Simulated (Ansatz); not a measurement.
**Tl (hcp type): a single-point run**

Wanted: a converged single-point run for Tl (hcp type), and a check of what comes out. The structure is shown as the input types it.

Method: DFT, PBEsol, PAW with other files of Ansatz's library (level accurate), scalar-relativistic, in Ansatz 0.2.0.

### Step 1. The structure to begin with

It takes space group P6_3/mmc (No. 194, hexagonal). Conventional cell: a = 2.629 Å, b = 2.629 Å, c = 4.298 Å, α = 90.00°, β = 90.00°, γ = 120.00°. Tl (site symmetry -6m2) is surrounded by 12 Tl at 2.63 Å.

As a file:

```cif
data_structure
_symmetry_space_group_name_H-M 'P6_3/mmc'
_symmetry_Int_Tables_number 194
_cell_length_a 2.6293
_cell_length_b 2.6293
_cell_length_c 4.2975
_cell_angle_alpha 90.000
_cell_angle_beta 90.000
_cell_angle_gamma 120.000
_cell_volume 25.73
loop_
_atom_site_label
_atom_site_type_symbol
_atom_site_symmetry_multiplicity
_atom_site_Wyckoff_symbol
_atom_site_fract_x
_atom_site_fract_y
_atom_site_fract_z
_atom_site_occupancy
Tl1 Tl 2 c 0.33333 0.66667 0.25000 1
```

### Step 2. The run

Input file input.yaml:

```yaml
crystal:
  lattice:
    - [2.6292633456, 0.0, 0.0]
    - [-1.3146316728, 2.2770088506, 0.0]
    - [0.0, 0.0, 4.2975006021]
  atoms:
    - { symbol: Tl, position: [0.3333333333, 0.6666666667, 0.25] }
    - { symbol: Tl, position: [0.6666666667, 0.3333333333, 0.75] }
kpoints:
  mp_grid: { grid: [14, 14, 8] }
scf:
  occupations: { method: fermi_dirac, width: 0.08 }
  max_iter: 80
hamiltonian:
  xc: pbesol
  pseudopotentials: { kind: paw, level: accurate }
output:
  forces: true
  stress: true
  eigenvalues: true
total_charge: 0.5
```

Run with:

```
$ ansatz run input.yaml --threads 1 --pin off --max-ram 2048MiB --backend cpu --events-out ev --progress --plain --runs-dir out
```

**Question.** How will this run end, and is anything wrong with its input?

The run converged and reported no error. It gives a pressure of 255 GPa, which is large; a structure far from rest gives such values too, whatever the setting.

The suspect setting: total_charge is 0.5. With this charge the calculation describes a differently charged system.

Run again and compare: delete total_charge (the default then holds).
